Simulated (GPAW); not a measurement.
# GaAs (F-43m) in GPAW: a series of runs

One crystal, GaAs, is run at these levels: PBE, optPBE-vdW, BEEF-vdW, LDA; tasks: band structure, equation of state.

All numbers are computed with GPAW 26.7.0; they aren't measurements. Logs are shortened: lines on timing, memory, paths and dates and some standing lists are left out, and cuts for length are marked. The log counts tension as positive stress, the text compression.

**Experimental background.**

“Evidence of valence band perturbations in GaAsN/GaAs(001): A combined variable-angle spectroscopic ellipsometry and modulated photoreflectance investigation”, 2008, arxiv:0805.2212 reports, for a bulk crystal of GaAs at 300 K: band gap 1.412 ± 0.01 eV (direct); band gap 1.418 ± 0.005 eV (direct).

How close the calculation comes is told below.

## Step 1: Starting point

It takes space group F-43m (No. 216, cubic). The conventional cell has a = 5.654 Å, b = 5.654 Å, c = 5.654 Å, α = 90.00°, β = 90.00°, γ = 90.00°. Around As (site symmetry -43m) lie 4 Ga at 2.45 Å. Ga (site symmetry -43m) is surrounded by 4 As at 2.45 Å.

## Step 2: Band structure, PBE

File run.py:

```python
from ase.dft.bandgap import bandgap
from ase.io import read, write
from gpaw import GPAW

atoms = read('GaAs.xyz')

calc = GPAW(mode='lcao',
            h=0.2,
            basis='szp(dzp)',
            xc='PBE',
            kpts={'size': (8, 8, 8), 'gamma': True},
            occupations={'name': 'fermi-dirac', 'width': 0.05},
            convergence={'density': 1e-05, 'energy': 1e-05},
            maxiter=150,
            txt='gpaw.txt')
atoms.calc = calc
energy = atoms.get_potential_energy()
forces = atoms.get_forces()
calc.write('gs.gpw')
write('result.traj', atoms)
print(f'Energy: {energy:.6f} eV')
print('Forces (eV/A):')
print(forces.round(4))
print('Fermi level:', round(calc.get_fermi_level(), 4), 'eV')
print(f'Gap: {bandgap(calc)[0]:.4f} eV, direct: {bandgap(calc, direct=True)[0]:.4f} eV')

path = atoms.cell.bandpath('GXWKGLUWLK,UX', npoints=60, eps=1e-4)
bs_calc = calc.fixed_density(kpts=path, symmetry='off', txt='bands.txt')
bs = bs_calc.band_structure()
bs.write('bs.json')
print(f'Gap on the path: {bandgap(bs_calc)[0]:.4f} eV')
```

File GaAs.xyz:

```xyz
2
Lattice="0.0000000000 2.8268500000 2.8268500000 2.8268500000 0.0000000000 2.8268500000 2.8268500000 2.8268500000 0.0000000000" Properties=species:S:1:pos:R:3 pbc="T T T"
As     4.2402750000      4.2402750000      4.2402750000
Ga     0.0000000000      0.0000000000      0.0000000000
```

Potentials or basis: GPAW PAW data sets (gpaw-data 1.2.1), lcao:szp(dzp).

Started as:

```
$ OMP_NUM_THREADS=1 python run.py
```

gpaw.txt:

```text
__  _  _
 | _ |_)|_||  |
 |__||  | ||/\| - 26.7.0

Input parameters:
  mode=LCAO(),
  basis={'default': 'szp(dzp)'},
  convergence={'density': 1e-05, 'energy': 1e-05},
  h=0.2,
  kpts=MonkhorstPack(size=(8, 8, 8), gamma=True),
  maxiter=150,
  occupations=Occupations(name='fermi-dirac', width=0.05),
  xc=XC(name='PBE')

                    As

       Ga

Atoms  # Å, Bohr magnetons
|   | symbol |        x |        y |        z |    initial magnetic moments |
|---|--------|----------|----------|----------|-----------------------------|
| 0 |     As | 4.240275 | 4.240275 | 4.240275 | ( 0.0000,  0.0000,  0.0000) |
| 1 |     Ga | 0.000000 | 0.000000 | 0.000000 | ( 0.0000,  0.0000,  0.0000) |

Unit cell  # Å
| periodic |        x |        y |        z |  lengths |    angles |
|----------|----------|----------|----------|----------|-----------|
|      yes | 0.000000 | 2.826850 | 2.826850 | 3.997770 | 60.000000 |
|      yes | 2.826850 | 0.000000 | 2.826850 | 3.997770 | 60.000000 |
|      yes | 2.826850 | 2.826850 | 0.000000 | 3.997770 | 60.000000 |

Number of symmetries: 24
Symmetry operations  # r_c * U_cc + t_c -> r_c
|    | kind |            matrix            |
|----|------|------------------------------|
|  0 |  E   |  1, 0, 0,  0, 1, 0,  0, 0, 1 |
|  1 |  σ   |  1, 0, 0,  0, 0, 1,  0, 1, 0 |
|  2 |  σ   |  1, 0,-1,  0, 1,-1,  0, 0,-1 |
|  3 |  C3  |  1, 0,-1,  0, 0,-1,  0, 1,-1 |
|  4 |  C3  |  1,-1, 0,  0,-1, 1,  0,-1, 0 |
|  5 |  σ   |  1,-1, 0,  0,-1, 0,  0,-1, 1 |
|  6 |  σ   |  0, 1, 0,  1, 0, 0,  0, 0, 1 |
|  7 |  C3  |  0, 1, 0,  0, 0, 1,  1, 0, 0 |
|  8 |  C2  |  0, 1,-1,  1, 0,-1,  0, 0,-1 |
|  9 |  S4  |  0, 1,-1,  0, 0,-1,  1, 0,-1 |
| 10 |  C3  |  0, 0, 1,  1, 0, 0,  0, 1, 0 |
| 11 |  σ   |  0, 0, 1,  0, 1, 0,  1, 0, 0 |
| 12 |  S4  |  0, 0,-1,  1, 0,-1,  0, 1,-1 |
| 13 |  C3  |  0, 0,-1,  0, 1,-1,  1, 0,-1 |
| 14 |  S4  |  0,-1, 1,  1,-1, 0,  0,-1, 0 |
| 15 |  C2  |  0,-1, 1,  0,-1, 0,  1,-1, 0 |
| 16 |  C3  |  0,-1, 0,  1,-1, 0,  0,-1, 1 |
| 17 |  S4  |  0,-1, 0,  0,-1, 1,  1,-1, 0 |
| 18 |  S4  | -1, 1, 0, -1, 0, 1, -1, 0, 0 |
| 19 |  C3  | -1, 1, 0, -1, 0, 0, -1, 0, 1 |
| 20 |  C3  | -1, 0, 1, -1, 1, 0, -1, 0, 0 |
| 21 |  S4  | -1, 0, 1, -1, 0, 0, -1, 1, 0 |
| 22 |  σ   | -1, 0, 0, -1, 1, 0, -1, 0, 1 |
| 23 |  C2  | -1, 0, 0, -1, 0, 1, -1, 1, 0 |

BZ-sampling:
  Number of BZ points: 512
  Number of IBZ points: 29

  Monkhorst-Pack size: [8, 8, 8]
  Monkhorst-Pack shift: [0.0625, 0.0625, 0.0625]

K-points  # in reciprocal-cell coordinates
|     |                                coordinates |     weight |
|-----|--------------------------------------------|------------|
|   0 | (  0.00000000,   0.00000000,   0.00000000) | 0.00195312 |
|   1 | (  0.12500000,   0.12500000,   0.00000000) | 0.01171875 |
|   2 | (  0.12500000,   0.12500000,   0.12500000) | 0.01562500 |
|   3 | (  0.25000000,   0.12500000,   0.12500000) | 0.02343750 |
|   4 | (  0.25000000,   0.25000000,   0.00000000) | 0.01171875 |
|   5 | (  0.25000000,   0.25000000,   0.12500000) | 0.04687500 |
|   6 | (  0.25000000,   0.25000000,   0.25000000) | 0.01562500 |
|   7 | (  0.37500000,   0.25000000,  -0.37500000) | 0.04687500 |
|   8 | (  0.37500000,   0.25000000,   0.12500000) | 0.04687500 |
|   9 | (  0.37500000,   0.25000000,   0.25000000) | 0.04687500 |
[... 225 lines left out ...]
    |   4s |  2.000 |     -14.487 |    1.058 |
    |   4p |  3.000 |      -5.196 |    1.058 |
    |    s |        |      12.725 |    1.058 |
    |    p |        |      22.016 |    1.058 |
    |    d |        |       0.000 |    1.058 |

    LCAO basis set for As:
      Name: szp(dzp)
      File: <dir>
      Number of radial functions: 3
      Number of spherical harmonics: 9
        l=0, rc=6.1250 Bohr: 4s-sz confined orbital
        l=1, rc=7.9531 Bohr: 4p-sz confined orbital
        l=2, rc=7.9531 Bohr: d-type Gaussian polarization
      Number of RI-basis functions 0

  Ga:
    name:    Gallium
    Z:       31.0
    valence: 3
    core:    28
    charge:  0.0  # [|e|]
    compensation charges:
      type: gauss
      rc: 0.37  # [Å]
      lmax: 2
    cutoffs:
      filter: 2.06  # [Å]
      core: 4.17  # [Å]
    projectors
    | kind |    occ | energy [eV] | rcut [Å] |
    |------|--------|-------------|----------|
    |   4s |  2.000 |      -8.945 |    1.164 |
    |   4p |  1.000 |      -2.580 |    1.164 |
    |    s |        |      18.266 |    1.164 |
    |    p |        |      24.631 |    1.164 |
    |    d |        |       0.000 |    1.164 |

    LCAO basis set for Ga:
      Name: szp(dzp)
      File: <dir>
      Number of radial functions: 3
      Number of spherical harmonics: 9
        l=0, rc=7.2656 Bohr: 4s-sz confined orbital
        l=1, rc=10.3438 Bohr: 4p-sz confined orbital
        l=2, rc=10.3438 Bohr: d-type Gaussian polarization
      Number of RI-basis functions 0

Reference energy: -114387.645129  # eV

eigensolver:
  <gpaw.new.lcao.eigensolver.LCAOEigensolver object>
density mixing:
  MSR1-Mixer
  Pratt-step length: 0.05
  Maximum mixing coefficient: 0.75
  Old densities: 10
  SVD Regularization: 0.005
  Good broyden scale: 1.0
  Trust region scale: 1.0
  Backstep threshold: 4.0
  History deletion threshold: 6.0
  Fourier metric: weight=20.0, sigma=0.015

occupation numbers:
  Fermi-Dirac:
    width: 0.0500  # eV

FastPoissonSolver using
    Stencil: 12*3+1=37 point O(h^6) finite-difference Laplacian
    FFT axes: [np.int64(0), np.int64(1), np.int64(2)]
    FST axes: []

xc functional:
  name: PBE with 2 nearest neighbor stencil
interpolation: tri-quintic # 5. degree polynomial

convergence criteria:
- Maximum integral of absolute [dens]ity change: 1e-05 electrons / valence electron
- Maximum [total energy] change in last 3 cyles: 1e-05 eV / valence electron
- Maximum integral of absolute [eigenst]ate change: 4e-08 eV^2 / valence electron
maximum number of iterations: 150

SCF iterations
|iter     | |      energy | eigst |  dens |
|---------|-|-------------|-------|-------|
|iter:   1| |   -7.712027 |      c|       |
|iter:   2| |   -7.703262 |      c| -1.01 |
|iter:   3| |   -7.661567 |      c| -1.03 |
|iter:   4| |   -7.661098 |      c| -1.62 |
|iter:   5| |   -7.661083 |      c| -2.31 |
|iter:   6| |   -7.661080c|      c| -3.34 |
|iter:   7| |   -7.661080c|      c| -4.49 |
|iter:   8| |   -7.661080c|      c| -5.83c|

Converged in 8 steps
Energy contributions relative to reference atoms: (reference = -114387.645129)

Energy contributions:
  Kinetic:          17.781353
  Coulomb:         -15.437475
  Zero:              0.043600
  External:          0.000000
  Xc:              -10.048550
  Entropy:          -0.000018
  Spinorbit:         0.000000
  ----------------------------
  Free energy:      -7.661089
  Extrapolated:     -7.661080

dipole moment: (-10.685443, -10.685443, -10.685443)  # |e|*Ang

Fermi level: 5.004
Eigenvalues  # (at kpt = [0.000, 0.000, 0.000])
| band index |      eig [eV] | occ [0-2] |
|------------|---------------|-----------|
|          0 |        -8.025 |     2.000 |
|          1 |         4.696 |     1.996 |
|          2 |         4.696 |     1.996 |
|          3 |         4.696 |     1.996 |
|          4 |         5.254 |     0.013 |
|          5 |         8.683 |     0.000 |
|          6 |         8.683 |     0.000 |
|          7 |         8.683 |     0.000 |

Gap: 0.558 eV
Transition (v -> c):
  (s=0, k=0, n=3, [0.00, 0.00, 0.00]) -> (s=0, k=0, n=4, [0.00, 0.00, 0.00])
No difference between direct/indirect transitions

Forces  # eV/Ang
|       x |       y |        z |
|---------|---------|----------|
| 0.00000 | 0.00000 | -0.00000 |  # As   0
| 0.00000 | 0.00000 |  0.00000 |  # Ga   1

# Writing to gs.gpw (mode='')
```

stdout:

```text
Energy: -7.661080 eV
Forces (eV/A):
[[ 0.  0. -0.]
 [ 0.  0.  0.]]
Fermi level: 5.004 eV
Gap: 0.5577 eV, direct: 0.5577 eV
Gap on the path: 0.5577 eV
```

bands.txt:

```text
convergence criteria:
- Maximum integral of absolute [eigenst]ate change: 4e-08 eV^2 / valence electron
maximum number of iterations: 150

SCF iterations
|iter     | |      energy | eigst |  dens |
|---------|-|-------------|-------|-------|
|iter:   1| |             |      c|       |
[... 60 lines left out ...]
         [0.44642857, 0.44642857, 0.60714286],
         [0.42857143, 0.42857143, 0.64285714],
         [0.41071429, 0.41071429, 0.67857143],
         [0.39285714, 0.39285714, 0.71428571],
         [0.375     , 0.375     , 0.75      ],
         [0.625     , 0.25      , 0.625     ],
         [0.59375   , 0.1875    , 0.59375   ],
         [0.5625    , 0.125     , 0.5625    ],
         [0.53125   , 0.0625    , 0.53125   ],
         [0.5       , 0.        , 0.5       ]])),
  maxiter=150,
  occupations=Occupations(name='fermi-dirac', width=0.05),
  symmetry=Symmetry(point_group=False, time_reversal=False),
  xc=XC(name='PBE')
```

Run time: 31 s. Hardware: 1 thread of AMD EPYC 9R45 (Zen 5), shared host; peak memory 0.16 GiB.

The run converged, but some of its settings lie outside the range that counts as converged, so its numbers aren't taken as properties of the crystal.

What came out:

- Free energy: -7.6611 eV
- Band gap on the k mesh: 0.56 eV, direct
- Band gap along the path: 0.56 eV, direct

Caveat: the real-space grid adds noise to forces; the basis of atomic orbitals isn't converged, which shifts pressures, moduli and gaps.

(Part 1 of 3 ends here.)
